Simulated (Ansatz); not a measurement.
Crystal: NiO.

```
Ni O
1.0
     0.00000    2.09131    2.09131
     2.09131    0.00000    2.09131
     2.09131    2.09131    0.00000
Ni O
1 1
Direct
  0.00000 0.00000 0.00000
  0.50000 0.50000 0.50000
```

Base run:

```yaml
Program: Ansatz 0.2.0
Functional: PBE
Potentials_or_basis: Ansatz PAW
Cutoff: "420 eV (not typed: the program's choice for these potentials)"
k_mesh: 9 × 9 × 9
Occupations: fermi-dirac, width 0.05 eV
Spin: collinear spin, ferromagnetic start
Starting_moments: "[0.8, 0.0] μB"
Fixed_moment: 0.8 μB
```

Its results: pressure -1.8 GPa; site moments Ni +0.68; O +0.09 μB.

**Question.** The run is repeated on the same cell with these changes: fixed moment from 0.8 μB to 2 μB; moments at the start from [0.8, 0.0] to [2.0, 0.0]. What comes out?

**Answer.** Pressure 7.2 GPa; site moments Ni +1.58; O +0.36 μB.

Caveats: the total moment is fixed, so each spin has its own Fermi level; a cell with one magnetic atom can't hold antiferromagnetic order, which such compounds often take; the thresholds are loose for stress.
